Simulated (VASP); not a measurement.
Here is a VASP 6.6.1 calculation.

POSCAR

```
CdSe
1.0
    4.3000000000      0.0000000000      0.0000000000
   -2.1500000000      3.7239092363      0.0000000000
    0.0000000000      0.0000000000      7.0200000000
Cd Se
2 2
Direct
    0.6666666667      0.3333333333      0.5000000000
    0.3333333333      0.6666666667      0.0000000000
    0.6666666667      0.3333333333      0.8850000000
    0.3333333333      0.6666666667      0.3850000000
```

File INCAR.step1:

```
PREC     = Accurate       # precision mode
ENCUT    = 600            # plane-wave cutoff, eV
EDIFF    = 1E-8           # SCF threshold, eV
ISMEAR   = 0              # smearing method
SIGMA    = 0.02           # smearing width, eV
LREAL    = F              # projectors in reciprocal space
LASPH    = T              # aspherical terms in the spheres
NELM     = 100            # most SCF steps
ALGO     = Normal         # electronic algorithm
ISIF     = 3              # what is computed and relaxed
LWAVE    = F              # write WAVECAR
LCHARG   = F              # write CHGCAR
GGA      = PE             # functional
IBRION   = 2              # ionic algorithm
NSW      = 40             # ionic steps
EDIFFG   = -0.002         # ionic threshold
```

The input INCAR.step2:

```
PREC     = Accurate       # precision mode
ENCUT    = 600            # plane-wave cutoff, eV
EDIFF    = 1E-8           # SCF threshold, eV
ISMEAR   = 0              # smearing method
SIGMA    = 0.02           # smearing width, eV
LREAL    = F              # projectors in reciprocal space
LASPH    = T              # aspherical terms in the spheres
NELM     = 100            # most SCF steps
ALGO     = Normal         # electronic algorithm
ISIF     = 3              # what is computed and relaxed
LWAVE    = F              # write WAVECAR
LCHARG   = F              # write CHGCAR
GGA      = PE             # functional
IBRION   = 6              # ionic algorithm
NFREE    = 2            
POTIM    = 0.015          # step
NSW      = 1              # ionic steps
```

File KPOINTS:

```
regular mesh
0
Gamma
  5 5 3
```

Potentials or basis: VASP PAW PBE potentials, release 64 (Cd, Se).

Launch:

```bash
$ cat potpaw_PBE.64/Cd/POTCAR potpaw_PBE.64/Se/POTCAR > POTCAR
$ cp INCAR.step1 INCAR
$ mpirun -np 1 vasp_std > vasp.out
$ cp CONTCAR POSCAR
$ cp INCAR.step2 INCAR
$ mpirun -np 1 vasp_std > vasp.out
```

Predict the Voigt bulk modulus.

45 GPa.

What does it give for the highest phonon frequency at Γ, LO-TO splitting left out?

174 cm⁻¹.

Predict the relaxed volume.

29.91 Å³/atom.

What does it give for the space group after relaxing (to 0.05 Å)?

P6_3mc (No. 186).

The path:
```tsv
step	energy change (eV)	largest force (eV/Å)	pressure (GPa)	volume (Å³)
1	0.0000	0.2948	3.33	112.41
2	-0.0787	0.0480	-0.88	122.16
3	-0.0853	0.0928	-0.08	119.86
4	-0.0852	0.0896	-0.13	120.01
5	-0.0866	0.0555	-0.06	119.82
6	-0.0873	0.0086	0.03	119.57
7	-0.0885	0.0090	0.04	119.54
8	-0.0893	0.0093	0.06	119.48
9	-0.0893	0.0007	-0.05	119.79
10	-0.0893	0.0034	-0.01	119.67
11	-0.0893	0.0032	-0.01	119.67
12	-0.0893	0.0009	0.00	119.65
```
